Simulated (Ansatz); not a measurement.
Input and command of a calculation in Ansatz (plane waves; scalar-relativistic PAW potentials unless the input names others):

```yaml
crystal:
  lattice:
    - [-2.5120542589, 2.5120542589, 2.5041173792]
    - [2.5120542589, -2.5120542589, 2.5041173792]
    - [2.5120542589, 2.5120542589, -2.5041173792]
  atoms:
    - { symbol: Ba, position: [0.0, 0.0, 0.0] }
basis:
  ecutwfc: 420
kpoints:
  mp_grid: { grid: [12, 12, 12] }
hamiltonian:
  xc: pbe
scf:
  occupations: { method: methfessel_paxton, width: 0.3 }
  n_extra_bands: 4
output:
  forces: true
  eigenvalues: true
  stress: true
relax:
  adjacent_minimum: "off"
  f_tol: 0.01
  max_steps: 60
  cell: { stress_tol: 0.1 }
```

```bash
ansatz run input.yaml --threads 1 --pin off --max-ram 2560MiB --backend cpu --events-out ev --progress --plain --runs-dir out
```

Abridged log:
```
Basis set: ecut = 420 eV, 1253 PW (Γ), exchange–correlation on 60×60×60 points (8 copies of the dense FFT grid, shifted against one another)
Bands: 9, of which v1, the nominal top of the filled ones, is band 5 counted from 1 (4 counted from 0)
Symmetry: 16 space group operations
k-points: 163 of 1728
SCF iter   1: F=—  HF=-5949.538362 eV  |F-HF|=—  |Δ(HF+E_count)|=         —  Δρ=1.01e-3  dr2=1.00e-3  ethr=1.77e-3  ⟨swp⟩=7.0  Hψ=13209  notcnv=0
SCF iter   2: F=—  HF=-5949.538390 eV  |F-HF|=—  |Δ(HF+E_count)|=   2.80e-5  S|Δr|=    0.00e0  Δρ=7.08e-4  dr2=5.09e-4  ethr=1.00e-5  ⟨swp⟩=2.3  Hψ=3358  notcnv=0
SCF iter   3: F=—  HF=-5949.538387 eV  |F-HF|=—  |Δ(HF+E_count)|=   2.63e-6  S|Δr|=    0.00e0  Δρ=1.18e-4  dr2=1.17e-5  ethr=5.09e-6  ⟨swp⟩=2.9  Hψ=2293  notcnv=0
SCF iter   4: F=—  HF=-5949.538389 eV  |F-HF|=—  |Δ(HF+E_count)|=   1.71e-6  S|Δr|=    0.00e0  Δρ=5.27e-5  dr2=1.00e-6  ethr=1.17e-7  ⟨swp⟩=2.0  Hψ=2425  notcnv=0
SCF iter   5: F=-5949.538390 eV  HF=-5949.538390 eV  |F-HF|=2.45e-8  |Δ(HF+E_count)|=   1.13e-6  S|Δr|=    0.00e0  Δρ=7.28e-6  dr2=3.60e-8  ethr=1.00e-9  ⟨swp⟩=7.1  Hψ=9911  notcnv=0
SCF 1 converged in 5 iterations: F = -5949.538390 eV  dr2 = 3.60e-8
relax step   1: F+E_penalty+E_count = -5949.53839006 eV  Δ(F+E_penalty+E_count) = +0.000e0 eV  max|allowed force component| = 0.000e0 eV/Å  Δτ_max = 0.0000 Å  P = -0.008 GPa  Ω = 63.208 Å³  (5 SCF iters, dr2 threshold 1.00e-7 eV, accepted)
Initial density: handed on by an earlier stage of this run
Initial wavefunctions: pseudopotential atomic-orbital guess (no wavefunctions were taken with the density)
SCF iter   1: F=—  HF=-5949.538390 eV  |F-HF|=—  |Δ(HF+E_count)|=         —  Δρ=7.28e-6  dr2=3.62e-8  ethr=1.28e-8  ⟨swp⟩=4.1  Hψ=19314  notcnv=0
SCF iter   2: F=—  HF=-5949.538390 eV  |F-HF|=—  |Δ(HF+E_count)|=   4.12e-7  S|Δr|=    0.00e0  Δρ=4.85e-6  dr2=1.84e-8  ethr=3.62e-10  ⟨swp⟩=1.7  Hψ=1893  notcnv=0
SCF iter   3: F=—  HF=-5949.538390 eV  |F-HF|=—  |Δ(HF+E_count)|=   1.44e-8  S|Δr|=    0.00e0  Δρ=8.56e-7  dr2=6.60e-10  ethr=1.84e-10  ⟨swp⟩=2.8  Hψ=2151  notcnv=0
SCF iter   4: F=-5949.538390 eV  HF=-5949.538390 eV  |F-HF|=1.82e-12  |Δ(HF+E_count)|=  4.91e-11  S|Δr|=    0.00e0  Δρ=1.35e-7  dr2=1.38e-11  ethr=1.00e-12  ⟨swp⟩=3.2  Hψ=6520  notcnv=0
SCF 2 converged in 4 iterations: F = -5949.538390 eV  dr2 = 1.38e-11
SCF converged after 4 iterations
Stability not checked: this state was not tested for a lower state beside it, because cold or Methfessel-Paxton smearing, or corrected tetrahedra, fill the levels in a way that the test cannot read (fill_not_monotonic; see scf.lower_state_search)
Free energy (F): -5949.538390 eV
Harris-Foulkes:  -5949.538390 eV  (|F-HF|=1.82e-12)
Internal energy: -5949.545495 eV  (E = F + TS)
E sigma→0 (E₀):  -5949.540166 eV
Entropy (-TS):   0.007105 eV (7.105 meV/atom)
Fermi energy:    5.812278 eV
--- Forces (eV/Å), atoms counted from 1 ---
  atom   1  Ba     0.00000000     0.00000000     0.00000000
--- Stress (GPa, compression-positive) ---
       -0.013049       0.000000       0.000000
        0.000000      -0.013049       0.000000
        0.000000       0.000000       0.002128
  P = ⅓ Tr σ = -0.0080 GPa (-0.080 kbar)
--- Relaxed structure (1 steps of the walk, 1 accepted, 1 SCFs on fresh bases) ---
  F+E_penalty+E_count = -5949.53839006 eV   max|allowed force component| = 0.000e0 eV/Å   (the final SCF, on the basis selected at the relaxed cell)
  cell:  # Å, volume = 63.2081 Å³
    - [-2.5120542589, 2.5120542589, 2.5041173792]
    - [2.5120542589, -2.5120542589, 2.5041173792]
    - [2.5120542589, 2.5120542589, -2.5041173792]
  atoms:
    - { symbol: Ba, position: [0.0, 0.0, 0.0] }
```

Apart from outputs, the input differs from a reference run on usual settings in scf.occupations.method: "gaussian" → "methfessel_paxton"; scf.occupations.width: 0.1 → 0.3; scf.n_extra_bands: not typed → 4. The reference, at the same start, ended its own course with a relaxed volume of 63.21 Å³/atom, pressure 0.01 GPa, largest force 0.000 eV/Å, no gap on the mesh. This run converged in 9 SCF iterations over all its steps (reference: 9) with an energy at zero smearing 0.28 meV/atom below the reference's, a relaxed volume of 63.21 Å³/atom, pressure -0.01 GPa, largest force 0.000 eV/Å, no gap on the mesh. Its smearing width is looser than usual, yet energy, pressure and forces hardly moved.

The run took 10 s on 1 thread of Arm Neoverse V2, on a shared host, peak memory 0.39 GiB.